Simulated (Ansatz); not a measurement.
# Al2O3: the band gap up the ladder of functionals

An exercise on one series of results from a longer session: the logs are not shown, and one member is left open.

Code: Ansatz 0.2.0. PAW datasets, plane waves. Computed at 0 K without zero-point motion; spin polarisation is off.

## The structure to begin with

The cell was relaxed beforehand with r2SCAN.

Space group R-3c (No. 167), trigonal; a = 4.759 Å, c = 12.995 Å in the conventional setting, 8.49 Å³ an atom. Near Al stand 6 O at 1.86–1.97 Å; near O stand 4 Al at 1.86–1.97 Å.

As a file:

```xyz
10
Lattice="2.3794 1.3737 4.3316 -2.3794 1.3737 4.3316 0.0000 -2.7474 4.3316" Properties=species:S:1:pos:R:3 pbc="T T T"
Al    0.0000    0.0000    1.9244
Al    0.0000    0.0000    4.5730
Al    0.0000    0.0000    8.4218
Al    0.0000    0.0000   11.0704
O     0.9214    1.3737    7.5803
O    -0.7290    1.4849    5.4145
O     0.7290   -1.4849    7.5803
O    -1.6504    0.1111    7.5803
O     1.6504   -0.1111    5.4145
O    -0.9214   -1.3737    5.4145
```

Set-up of the first run:

Input file input.yaml:

```yaml
crystal:
  lattice:
    - [2.379361105, 1.3737247745, 4.3315925795]
    - [-2.379361105, 1.3737247745, 4.3315925795]
    - [0.0, -2.747449549, 4.3315925795]
  atoms:
    - { symbol: Al, position: [0.1480885927, 0.1480885927, 0.1480885927] }
    - { symbol: Al, position: [0.3519114073, 0.3519114073, 0.3519114073] }
    - { symbol: Al, position: [0.6480885927, 0.6480885927, 0.6480885927] }
    - { symbol: Al, position: [0.8519114073, 0.8519114073, 0.8519114073] }
    - { symbol: O, position: [0.943633843, 0.556366157, 0.25] }
    - { symbol: O, position: [0.443633843, 0.75, 0.056366157] }
    - { symbol: O, position: [0.556366157, 0.25, 0.943633843] }
    - { symbol: O, position: [0.25, 0.943633843, 0.556366157] }
    - { symbol: O, position: [0.75, 0.056366157, 0.443633843] }
    - { symbol: O, position: [0.056366157, 0.443633843, 0.75] }
kpoints:
  mp_grid: { grid: [6, 6, 6] }
  band_path:
    path:
      - [[0.0, 0.0, 0.0], [0.5, 0.5, 0.5], [0.7662811382211, 0.2337188617789, 0.5]]
      - [[0.5, -0.2337188617789, 0.2337188617789], [0.5, -6.883871088072e-18, -5.155429016562e-17], [0.0, 0.0, 0.0], [0.3668594308895, -0.3668594308895, -5.121285524794e-18]]
      - [[0.6331405691105, 6.183436308029e-17, 0.3668594308895], [0.5, 2.095585736178e-17, 0.5], [0.0, 0.0, 0.0]]
    npoints: 10
hamiltonian:
  xc: pbe
scf:
  occupations: { method: fermi_dirac, width: 0.02 }
  n_extra_bands: 6
output:
  forces: true
  stress: true
  eigenvalues: true
  write_density: true
  write_potential: true
  elf: true
  volumetric_format: npy
```

Started as:

```bash
> ansatz run input.yaml --threads 4 --pin off --max-ram 6451MiB --backend cpu --events-out ev --progress --plain --runs-dir out
```

Steps of the session up to this table: Band structure with PBE; r2SCAN at the same geometry; HSE06; Single point with PBE0.

One table of the session follows, with a row left open; its other results are not shown here.

```
 level  gap (eV)
   PBE      6.24
r2SCAN      7.14
 HSE06         ?
  PBE0      8.86
```

**Question.** Estimate the row for HSE06.

**Answer.** gap (eV): 8.11. In the column «gap (eV)» it lies between r2SCAN (7.14) and PBE0 (8.86).

Meshes: PBE 6×6×6, r2SCAN 6×6×6, HSE06 4×4×4, PBE0 4×4×4

PBE gives the least gap, 6.24 eV, and PBE0 the largest, 8.86 eV. Against HSE06, PBE is short by 1.87 eV, at 77 % of it, and r2SCAN 88 %. PBE0 lies 0.75 eV above HSE06, which differs from it by screening the long-range exchange. The calculation is for fixed nuclei; the measurement holds lattice motion too.

Limits of these values: Warnings in the runs' records: stress scf threshold loose, stress exchange threshold loose.
